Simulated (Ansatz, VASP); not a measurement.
**MgO in VASP and in Ansatz**

```
CELL_PARAMETERS angstrom
0.00000 2.14209 2.14209
2.14209 0.00000 2.14209
2.14209 2.14209 0.00000
ATOMIC_POSITIONS crystal
Mg 0.00000 0.00000 0.00000
O 0.50000 0.50000 0.50000
```

Alike in both runs: functional PBE; k mesh 10 × 10 × 10; occupations gaussian, width 0.02 eV; no spin polarisation.

Ansatz relaxed the structure, and its values are those at the end. VASP's run is a single point on that final structure, the one shown.

|  | VASP | Ansatz |
| --- | --- | --- |
| version | VASP 6.6.1 | Ansatz 0.2.0 |
| potentials or method | VASP PAW PBE potentials, release 64 (Mg, O) | scalar-relativistic, plane waves, PAW |
| plane-wave cutoff (eV) | 520 | 420 |
| valence electrons in the cell | 8 | 16 |

```tsv
	VASP	Ansatz	Ansatz less VASP
gap on the k mesh at the Fermi level (eV)	4.25	4.27	+0.019
least direct gap on the mesh (eV)	4.25	4.27	+0.019
pressure (GPa)	-3.8	-3.0	+0.75
```

The two sets of potentials don't hold the same shells in valence.
